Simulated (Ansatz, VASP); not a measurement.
**Cross-check of Ba2HgN2 between VASP and Ansatz**

Wanted: the spread between two codes on one cell, functional and k mesh. The structure shown is the end of the Ansatz relaxation below.

Main program and level: Ansatz 0.2.0; plane waves, with VASP 6.6.1 beside it; single point at PBE.

The structure was built from a prototype and need not be the compound's stable phase.

**1. Starting point**

Symmetry: I4/mmm, No. 139, tetragonal system. The conventional cell has a = 4.227 Å, b = 4.227 Å, c = 13.667 Å, α = 90.00°, β = 90.00°, γ = 90.00°. Nearest to Hg lie 2 N at 2.07 Å. Ba has 5 N at 2.57 to 2.99 Å nearest. N has 1 Hg at 2.07 Å and 5 Ba at 2.57 to 2.99 Å nearest. As first built, before any earlier steps moved the atoms: all Zn replaced by Hg in the I4/mmm structure of Ba2ZnN2. Farther neighbours and most contacts between anions are not listed.

**2. Ansatz: relaxation, PBE**

Ansatz runs on its default PAW (the set named soft_2) files.

This run makes the geometry at which the two programs are then compared.

input.yaml reads:

```yaml
crystal:
  lattice:
    - [-2.10292219, 2.10292219, 6.61215058]
    - [2.10292219, -2.10292219, 6.61215058]
    - [2.10292219, 2.10292219, -6.61215058]
  atoms:
    - { symbol: Hg, position: [0.0, 0.0, 0.0] }
    - { symbol: Ba, position: [0.6557, 0.6557, 0.0] }
    - { symbol: Ba, position: [0.3443, 0.3443, 0.0] }
    - { symbol: "N", position: [0.8589, 0.8589, 0.0] }
    - { symbol: "N", position: [0.1411, 0.1411, 0.0] }
kpoints:
  mp_grid: { grid: [8, 8, 8] }
scf:
  occupations: { method: fermi_dirac, width: 0.05 }
hamiltonian:
  xc: pbe
output:
  forces: true
  stress: true
relax:
  f_tol: 0.02
  max_steps: 50
  cell: {}
```

The run is started by

```bash
> ansatz run input.yaml --threads 4 --pin off --max-ram 8192MiB --backend cpu --events-out ev --progress --plain --runs-dir out
```

Numbers of over 12 decimals in the logs are rounded to 6 here.

What it wrote:

```text
basis.fft_grid_basis auto: the FFT boxes are laid along the combinations [[1, 0, 1], [0, 1, 1], [0, 0, 1]] of the cell's own vectors, 4.206, 4.206 and 7.250 Å long. The dense box has 30×30×50 points. Along the cell's own vectors, as sized, it would have 50×50×50, 2.78 times as many. Of the 16 symmetry operations that the crystal satisfies within crystal.symmetry.tolerance (time reversal apart; of a slab, those that k [...]
Engine: ansatz 0.2.0, x86_64-unknown-linux-gnu
Pseudopotentials: kind: paw
Pseudopotential: Hg, paw, valence charge 20, recommended cutoff 420 eV (normal), Hg.paw.azcp
Pseudopotential: Ba, paw, valence charge 10, recommended cutoff 420 eV (normal), Ba.paw.azcp
Pseudopotential: N, paw, valence charge 5, recommended cutoff 420 eV (normal), N.paw.azcp
Functional definition: PBE
  parameter kappa = 0.804
  parameter beta = 0.066725
  exchange = pbe_x(kappa = kappa, mu = beta*pi^2/3)
  correlation = pbe_c(beta = beta)
Crystal: 5 atoms, lattice volume = 116.963 Å³
Basis set: ecut = 420 eV, 2251 PW (Γ), FFT grids on a1+a3, a2+a3, a3, exchange–correlation on 60×60×100 points (8 copies of the dense FFT grid, shifted against one another)
Bands: 30, of which v1, the nominal top of the filled ones, is band 25 counted from 1 (24 counted from 0)
Symmetry: 16 space group operations
Space group: I4/mmm (ITA 139), of the structure as read, at distance tolerance 4.9e-5 Å
k-points: 59 of 512
Non-local potential: Hg, projectors of the file, l = 0: 3, l = 1: 2, l = 2: 2, l = 3: 1
Non-local potential: Ba, projectors of the file, l = 0: 3, l = 1: 2, l = 2: 2, l = 3: 2
Non-local potential: N, projectors of the file, l = 0: 2, l = 1: 2, l = 2: 1
PAW form: soft (Blöchl's): semilocal exchange-correlation on the pseudo side does not see the compensation charge
PAW one-centre angular grid: Hg, 590 points (default); XC on 64 Gauss nodes
PAW one-centre angular grid: Ba, 194 points (default); XC on 64 Gauss nodes
PAW one-centre angular grid: N, 110 points (default); XC on 64 Gauss nodes
Initial density: superposition of atomic densities (neutral atoms: chi_scale 0, normalization atom), corrected by the library's trained network
Initial wavefunctions: pseudopotential atomic-orbital guess
Functional: x = pbe(κ = 0.804, μ = 0.219515), c = pbe(β = 0.066725)
SCF iter   1: F=—  HF=-26481.239811 eV  |F-HF|=—  |Δ(HF+E_count)|=         —  Δρ=3.58e-3  dr2=1.57e-2  ethr=1.77e-3  ⟨swp⟩=7.5  Hψ=9108  notcnv=0
preconditioner: auto → Resta (q_TF=auto, 2.368 Å⁻¹)  ε∞=4.8  [insulator: Δε(μ)=0.166 eV  Ē_g=10.820 eV  σ=0.050 eV  W_gap=0.65  n_scr=32 (ndim 8)  ℏωp=21.2 eV  f_vac=0.000  D(μ)=0.37/eV (n_scr^D=0)  ε∞_Penn≈4.8]
SCF iter   2: F=—  HF=-26481.237943 eV  |F-HF|=—  |Δ(HF+E_count)|=   1.87e-3  Δρ=1.54e-3  dr2=3.02e-3  ethr=3.15e-5  ⟨swp⟩=2.3  Hψ=3700  notcnv=0
SCF iter   3: F=—  HF=-26481.237826 eV  |F-HF|=—  |Δ(HF+E_count)|=   1.18e-4  Δρ=3.78e-4  dr2=2.63e-4  ethr=6.04e-6  ⟨swp⟩=2.2  Hψ=2317  notcnv=0
SCF iter   4: F=—  HF=-26481.237880 eV  |F-HF|=—  |Δ(HF+E_count)|=   5.42e-5  Δρ=1.05e-4  dr2=1.83e-5  ethr=5.26e-7  ⟨swp⟩=2.1  Hψ=3171  notcnv=0
SCF iter   5: F=—  HF=-26481.237909 eV  |F-HF|=—  |Δ(HF+E_count)|=   2.88e-5  Δρ=4.28e-5  dr2=2.06e-6  ethr=3.65e-8  ⟨swp⟩=2.0  Hψ=3217  notcnv=0
SCF iter   6: F=-26481.237910 eV  HF=-26481.237910 eV  |F-HF|=9.93e-8  |Δ(HF+E_count)|=   1.34e-6  Δρ=7.55e-6  dr2=5.30e-8  ethr=2.00e-10  ⟨swp⟩=5.1  Hψ=8655  notcnv=0
SCF 1 converged in 6 iterations: F = -26481.237910 eV  dr2 = 5.30e-8
  greatest PAW one-centre occupation: 1.000 electrons in one spin orbital (limit 2), on the Hg atom at site 0 (counted from 0), in its partial waves of l = 0
relax step   1: F+E_penalty+E_count = -26481.23791009 eV  Δ(F+E_penalty+E_count) = +0.000e0 eV  max|allowed force component| = 4.844e0 eV/Å  Δτ_max = 0.0000 Å  P = +7.780 GPa  Ω = 116.963 Å³  (6 SCF iters, dr2 threshold 1.00e-7 eV, accepted)
[...]
relax step   7: F+E_penalty+E_count = -26482.05783838 eV  Δ(F+E_penalty+E_count) = -6.281e-3 eV  max|allowed force component| = 1.361e-2 eV/Å  Δτ_max = 0.0000 Å  P = +0.055 GPa  Ω = 121.938 Å³  stress off target by 1.01e-1 GPa  SCF on the basis re-selected at this cell (its energy is not comparable with the rows above)  (6 SCF iters)
[...]
relax step   8: F+E_penalty+E_count = -26482.05775809 eV  Δ(F+E_penalty+E_count) = +8.029e-5 eV  max|allowed force component| = 2.569e-3 eV/Å  Δτ_max = 0.0030 Å  P = -0.018 GPa  Ω = 122.098 Å³  energy of the carried Pulay correction = -1.466e-4 eV  (6 SCF iters, dr2 threshold 2.53e-8 eV, accepted)
[...]
relax step   9: F+E_penalty+E_count = -26482.05790161 eV  Δ(F+E_penalty+E_count) = -1.435e-4 eV  max|allowed force component| = 2.627e-3 eV/Å  Δτ_max = 0.0000 Å  P = -0.018 GPa  Ω = 122.098 Å³  stress off target by 3.72e-2 GPa  SCF on the basis re-selected at this cell (its energy is not comparable with the rows above)  (8 SCF iters)
basis re-selected at this cell: Δ(F+E_penalty+E_count) = -1.435e-4 eV, ΔP = +0.001 GPa vs the last step (what re-selecting the basis moved, of the pressure what is left beyond the Pulay correction that the steps carried, after the strain that the cell walked since its last selection, with what the two solves' SCF thresholds leave and, on support functions, any second-order correction that the steps lacked; it is no m [...]
SCF converged after 8 iterations
Free energy (F): -26482.057902 eV
Harris-Foulkes:  -26482.057902 eV  (|F-HF|=3.64e-12)
Internal energy: -26482.057270 eV  (E = F + TS)
E sigma→0 (E₀):  -26482.057586 eV
Entropy (-TS):   -0.000632 eV (-0.126 meV/atom)
Fermi energy:    9.673942 eV
--- Per-component energies (eV) ---
  E_band       = -532.404101
  E_kinetic    = 1196.432303
  E_local      = -4561.746147  (includes V_loc(G=0)·N_el)
  E_nonlocal   = 275.938327
  E_hartree    = 1896.097105
  E_xc         = -678.345375
  E_vxc        = -688.331445  (∫ρ·V_xc dr)
  E_paw        = -20647.419438  (= ΣΔE_a)
  E_vpaw       = -546.892487  (= ΣTr[D̂ρ^β])
  E_aug_tail   = 0.001138  (compensation charges beyond the density's cutoff)
  E_ewald      = -3963.015182
  E_smearing   = -0.000632  (= −TS)
  E_closure    = 0.000000  (closes the sum)
  Σ components = -26482.057902   (vs F -26482.057902, Δ=0.00e0)
--- Forces (eV/Å), atoms counted from 1 ---
  atom   1  Hg    -0.00000000     0.00000000     0.00000000
  atom   2  Ba     0.00000000     0.00000000    -0.00161962
  atom   3  Ba     0.00000000     0.00000000     0.00161962
  atom   4  N      0.00000000     0.00000000    -0.00262687
  atom   5  N      0.00000000     0.00000000     0.00262687
  max |Σ_I F_I| component: 4.34e-19 eV/Å
--- Stress (GPa, compression-positive) ---
       -0.008052       0.000000       0.000000
        0.000000      -0.008052       0.000000
       -0.000000      -0.000000      -0.037166
  P = ⅓ Tr σ = -0.0178 GPa (-0.178 kbar)
--- Relaxed structure (7 steps of the walk, 7 accepted, 2 SCFs on fresh bases) ---
  F+E_penalty+E_count = -26482.05790161 eV   max|allowed force component| = 2.627e-3 eV/Å   (the final SCF, on the basis selected at the relaxed cell)
  cell:  # Å, volume = 122.0984 Å³
    - [-2.113532, 2.113532, 6.833328]
    - [2.113532, -2.113532, 6.833328]
    - [2.113532, 2.113532, -6.833328]
  atoms:
    - { symbol: Hg, position: [-1.888948062497544e-18, -1.888948062497544e-18, 0] }
    - { symbol: Ba, position: [0.660779, 0.660779, 0] }
    - { symbol: Ba, position: [0.339221, 0.339221, 0] }
    - { symbol: N, position: [0.848664, 0.848664, 0] }
    - { symbol: N, position: [0.151336, 0.151336, 0] }
```

**3. VASP: single point, PBE**

The same cell, functional, mesh and smearing now go to VASP, with its own data sets and cutoff.

Lines of VASP's logs that name or quote its potential files are left out, and so is its time.

INCAR reads:

```
SYSTEM = Ba2HgN2
PREC = Accurate
ENCUT = 520
EDIFF = 1E-06
NELM = 100
ISMEAR = -1
SIGMA = 0.05
LREAL = .FALSE.
ALGO = Normal
GGA = PE
NBANDS = 27
LORBIT = 11
LWAVE = .FALSE.
LCHARG = .FALSE.
KPAR = 2
ISIF = 2
```

POSCAR reads:

```
Ba2HgN2
1.0
   -2.1135320385      2.1135320385      6.8333279465
    2.1135320385     -2.1135320385      6.8333279465
    2.1135320385      2.1135320385     -6.8333279465
Hg Ba N
1 2 2
Direct
    0.0000000000      0.0000000000      0.0000000000
    0.6607785950      0.6607785950      0.0000000000
    0.3392214050      0.3392214050      0.0000000000
    0.8486644494      0.8486644494      0.0000000000
    0.1513355506      0.1513355506      0.0000000000
```

KPOINTS reads:

```
Automatic mesh
0
Gamma
8 8 8
0 0 0
```

The projector-augmented-wave data sets are Hg, Ba_sv and N (PBE family, release 64).

The run is started by

```bash
> mpirun -np 2 vasp_std
```

What it wrote:

```text
[banner, memory and clock lines left out]
running    2 mpi-ranks, on    1 nodes
 distrk:  each k-point on    1 cores,    2 groups
 distr:  one band on    1 cores,    1 groups

 POSCAR found type information on POSCAR HgBaN
 POSCAR found :  3 types and       5 ions
 LDA part: xc-table for (Slater+PW92), standard interpolation
 POSCAR, INCAR and KPOINTS ok, starting setup
 FFT: planning ... GRIDC
 FFT: planning ... GRID_SOFT
 FFT: planning ... GRID
 WAVECAR not read
 entering main loop
       N       E                     dE             d eps       ncg     rms          rms(c)
DAV:   1     0.317539711011E+03    0.31754E+03   -0.20382E+04  3186   0.142E+03
DAV:   2    -0.602092153683E+01   -0.32356E+03   -0.31288E+03  4485   0.312E+02
DAV:   3    -0.297065742704E+02   -0.23686E+02   -0.23492E+02  3924   0.855E+01
DAV:   4    -0.302650430382E+02   -0.55847E+00   -0.55725E+00  4804   0.119E+01
DAV:   5    -0.302744043093E+02   -0.93613E-02   -0.93580E-02  4121   0.138E+00    0.176E+01
DAV:   6    -0.225073864581E+02    0.77670E+01   -0.47495E+01  4326   0.534E+01    0.107E+01
DAV:   7    -0.221306522757E+02    0.37673E+00   -0.76406E+00  3591   0.142E+01    0.642E+00
DAV:   8    -0.219803351183E+02    0.15032E+00   -0.15985E+00  3971   0.632E+00    0.168E+00
DAV:   9    -0.219499744638E+02    0.30361E-01   -0.29544E-01  4059   0.225E+00    0.823E-01
DAV:  10    -0.219514612840E+02   -0.14868E-02   -0.37683E-02  3792   0.993E-01    0.375E-01
DAV:  11    -0.219519508619E+02   -0.48958E-03   -0.79374E-03  4124   0.475E-01    0.168E-01
DAV:  12    -0.219523701409E+02   -0.41928E-03   -0.16248E-03  3611   0.219E-01    0.444E-02
DAV:  13    -0.219523842117E+02   -0.14071E-04   -0.13377E-04  4065   0.617E-02    0.145E-02
DAV:  14    -0.219523983201E+02   -0.14108E-04   -0.39831E-05  3601   0.312E-02    0.949E-03
DAV:  15    -0.219523982476E+02    0.72549E-07   -0.68376E-06  3604   0.132E-02
   1 F= -.21952398E+02 E0= -.21951973E+02  d E =-.849606E-03
```

From OUTCAR (step 3):

```text
ion  position               nearest neighbor table
   1  0.000  0.000  0.000-   4 2.07   5 2.07   3 3.71   2 3.71   2 3.71   2 3.71   2 3.71   3 3.71
                             3 3.71   3 3.71
   2  0.661  0.661  0.000-   4 2.57   5 2.99   5 2.99   5 2.99   5 2.99   1 3.71   1 3.71   1 3.71
                             1 3.71   3 3.86   3 3.86   3 3.86   3 3.86   3 4.39
   3  0.339  0.339  0.000-   5 2.57   4 2.99   4 2.99   4 2.99   4 2.99   1 3.71   1 3.71   1 3.71
                             1 3.71   2 3.86   2 3.86   2 3.86   2 3.86   2 4.39
   4  0.849  0.849  0.000-   1 2.07   2 2.57   3 2.99   3 2.99   3 2.99   3 2.99
   5  0.151  0.151  0.000-   1 2.07   3 2.57   2 2.99   2 2.99   2 2.99   2 2.99

  LATTYP: Found a body centered tetragonal cell.
 ALAT       =     4.2270640770
 C/A-ratio  =     3.2331319431

 Subroutine GETGRP returns: Found 16 space group operations
 (whereof 16 operations were pure point group operations)

The static configuration has the point symmetry D_4h.

 Found     59 irreducible k-points:

   k-points           NKPTS =     59   k-points in BZ     NKDIM =     59   number of bands    NBANDS=     27

   dimension x,y,z NGX =    56 NGY =   56 NGZ =   56
   dimension x,y,z NGXF=   112 NGYF=  112 NGZF=  112

   ENCUT  =  520.0 eV  38.22 Ry    6.18 a.u.  13.87 13.87 13.87*2*pi/ulx,y,z

   NELECT =      42.0000    total number of electrons

 k-points in reciprocal lattice and weights: Automatic mesh
   0.00000000  0.00000000  0.00000000       0.002
   0.12500000  0.00000000 -0.00000000       0.016
   0.25000000  0.00000000 -0.00000000       0.016
   0.37500000  0.00000000  0.00000000       0.016
   0.50000000  0.00000000 -0.00000000       0.008
   0.12500000  0.12500000 -0.00000000       0.016
   0.25000000  0.12500000 -0.00000000       0.031
   0.37500000  0.12500000 -0.00000000       0.031
   0.50000000  0.12500000 -0.00000000       0.031
[...]
-0.37500000 -0.37500000  0.37500000       0.004
   0.50000000  0.50000000  0.50000000       0.002

 average (electrostatic) potential at core
       1 -41.2923       2 -36.5145       3 -36.5145       4 -64.8617       5 -64.8617

 E-fermi :   2.6981

 k-point     1 :       0.0000    0.0000    0.0000
  band No.  band energies     occupation
    ...
     17       0.6252      2.00000
     18       1.6491      2.00000
     19       1.6491      2.00000
     20       2.5419      1.91572
     21       2.5419      1.91572
     22       3.8216      0.00000
     23       3.8420      0.00000
     24       5.4890      0.00000
     25       5.8654      0.00000
     26       6.8209      0.00000
    ...

 k-point     2 :       0.1250    0.0000   -0.0000
  band No.  band energies     occupation
    ...
     17       0.6517      2.00000
     18       1.3281      2.00000
     19       1.5020      2.00000
     20       2.2457      1.99976
     21       2.3884      1.99592
     22       3.8656      0.00000
     23       4.1941      0.00000
     24       5.6416      0.00000
     25       6.1790      0.00000
     26       6.5431      0.00000
    ...

 k-point     3 :       0.2500    0.0000   -0.0000
  band No.  band energies     occupation
    ...
     17       0.5777      2.00000
     18       0.8413      2.00000
     19       1.1999      2.00000
     20       1.7160      2.00000
     21       2.0459      2.00000
     22       3.7874      0.00000
     23       5.0785      0.00000
     24       5.6984      0.00000
     25       6.6049      0.00000
     26       6.6994      0.00000
    ...

  Total        0.5878805      0.5878805      1.6424437      0.0000000     -0.0000000      0.0000000
  in kB        7.7141796      7.7141796     21.5521771      0.0000000     -0.0000000      0.0000000
  external PRESSURE =      12.3268454 kB  Pullay stress =       0.0000000 kB

  energy-cutoff  :      520.00
  volume of cell :      122.10
      direct lattice vectors                 reciprocal lattice vectors
    -2.113532038  2.113532038  6.833327946     0.000000000  0.236570816  0.073170789
     2.113532038 -2.113532038  6.833327946     0.236570816  0.000000000  0.073170789
     2.113532038  2.113532038 -6.833327946     0.236570816  0.236570816  0.000000000

 POSITION                                       TOTAL-FORCE (eV/Angst)
 -----------------------------------------------------------------------------------
      0.00000      0.00000      0.00000         0.000000      0.000000     -0.000000
      0.00000      0.00000      9.03063        -0.000000     -0.000000     -0.188992
      0.00000      0.00000      4.63602         0.000000      0.000000      0.188992
      0.00000      0.00000     11.59840         0.000000      0.000000     -0.055293
      0.00000      0.00000      2.06825         0.000000      0.000000      0.055293
 -----------------------------------------------------------------------------------
    total drift:                                0.000000      0.000000     -0.000000

  FREE ENERGIE OF THE ION-ELECTRON SYSTEM (eV)
  ---------------------------------------------------
  free  energy   TOTEN  =       -21.9523982476 eV

  energy  without entropy=      -21.9515486420  energy(sigma->0) =      -21.95197344

 total charge
# of ion       s       p       d       tot
------------------------------------------
    1        0.880   0.498   9.253  10.630
    2        2.018   5.601   0.364   7.984
    3        2.018   5.601   0.364   7.984
    4        1.268   2.288   0.000   3.555
    5        1.268   2.288   0.000   3.555
--------------------------------------------------
tot          7.452  16.275   9.981  33.708

[... 3 further parts left out ...]
```

Harder data sets than Ba_sv exist (the GW ones), and pressures, volumes and forces can shift noticeably with them.

**4. Side by side**

Known differences besides the PAW data sets themselves: the data sets hold 50 valence electrons in Ansatz (default PAW (the set named soft_2) files) and 42 in VASP; the cutoff is 420 eV in Ansatz and 520 eV in VASP; VASP leaves aspherical gradient terms in its spheres out (LASPH is not set), Ansatz keeps them; Ansatz's pressure holds a Pulay correction, VASP's none. Total energies have different zeros and are not compared.

Both answers:

```
              quantity  Ansatz   VASP  difference
        pressure (GPa)   -0.02   1.23       -1.25
gap on the k mesh (eV)   0.281  0.229      +0.052
```

Forces (eV/Å; atoms numbered as in POSCAR):

```
atom        Ansatz x, y, z          VASP x, y, z
 Hg1   0.000, 0.000, 0.000   0.000, 0.000, 0.000
 Ba2  0.000, 0.000, -0.002  0.000, 0.000, -0.189
 Ba3   0.000, 0.000, 0.002   0.000, 0.000, 0.189
  N4  0.000, 0.000, -0.003  0.000, 0.000, -0.055
  N5   0.000, 0.000, 0.003   0.000, 0.000, 0.055
```

The forces differ by 71 meV/Å r.m.s., which is 98.8 % of the r.m.s. force of 0.07 eV/Å (both taken over all components).

**5. Looking for the cause**

The difference is large enough to ask for its cause, so further runs change the set-up of one program at a time, as the table lists.

```
                                                                       run  r.m.s. force difference (meV/Å)
                                                                  as above                               71
VASP with the data sets Hg_sv_GW, Ba_sv_GW and N_GW and a cutoff of 680 eV                              6.5
         VASP with the data sets Hg, Ba_sv and N_h and a cutoff of 1210 eV                               72
```

**6. Outcome**

| Quantity | Value |
| --- | --- |
| r.m.s. force difference (single point, PBE) | 71 meV/Å |
| difference in pressure (single point, PBE) | -1.3 GPa |
| difference in gap on the k mesh (single point, PBE) | 0.052 eV |

**Reading.** The r.m.s. force difference is 71 meV/Å (single point, PBE), beyond the 12 meV/Å picked in this series as the mark of a large difference. Also far apart in the single point, PBE pair: the difference in pressure, -1.3 GPa. For single point, PBE: with VASP with the data sets Hg_sv_GW, Ba_sv_GW and N_GW and a cutoff of 680 eV the r.m.s. force difference shrinks in size, from 71 to 6.5 meV/Å. How closely two codes agree says nothing of how well the functional describes the real material.

[Lines on the potential files, build, host, timing and source positions are cut from VASP's logs without a mark.]

[Logs are printed without paths, hosts, clocks, repeated set-up lines and the standing remarks that a program may print on its own settings, such as how far it seeks lower states.]

[Hosts, paths, dates, database ids (printed as entryN), source tags and the programs' standing remarks are cut or masked in the printed files.]
